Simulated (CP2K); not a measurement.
Crystal: GaN.

```
Ga N
1.0
     3.18693    0.00000    0.00000
     1.59347    2.75996    0.00000
     1.59347    0.91999    2.60212
Ga N
1 1
Direct
  0.00000 0.00000 0.00000
  0.25000 0.25000 0.25000
```

The cell is a database's computed one.

Base run:

* Program: CP2K 2026.2
* Functional: vdW-DF-cx
* Potentials or basis: POTENTIAL_UZH Ga GTH-PBE-q13, N GTH-PBE-q5; TZVP-MOLOPT-PBE-GTH basis
* Density cutoff: 9184 eV
* k mesh: 10 × 10 × 10
* Occupations: fermi-dirac, width 0.05 eV
* Spin: no spin polarisation

Its results: band gap on the k mesh 1.60 eV, direct; pressure 3.3 GPa.

**Question.** After a change of settings the same cell gave: band gap on the k mesh 1.62 eV, direct; pressure 1.7 GPa. Which change was it?
A. functional from vdW-DF-cx to AM05
B. functional from vdW-DF-cx to LDA
C. functional from vdW-DF-cx to BEEF-vdW
D. functional from vdW-DF-cx to M06-L

**Answer.** A.

Caveats: the potentials were made for another functional, which shifts forces and pressure; the basis of atomic orbitals isn't converged, which shifts pressures, moduli and gaps.

Runs at the PBE level aren't shown here.
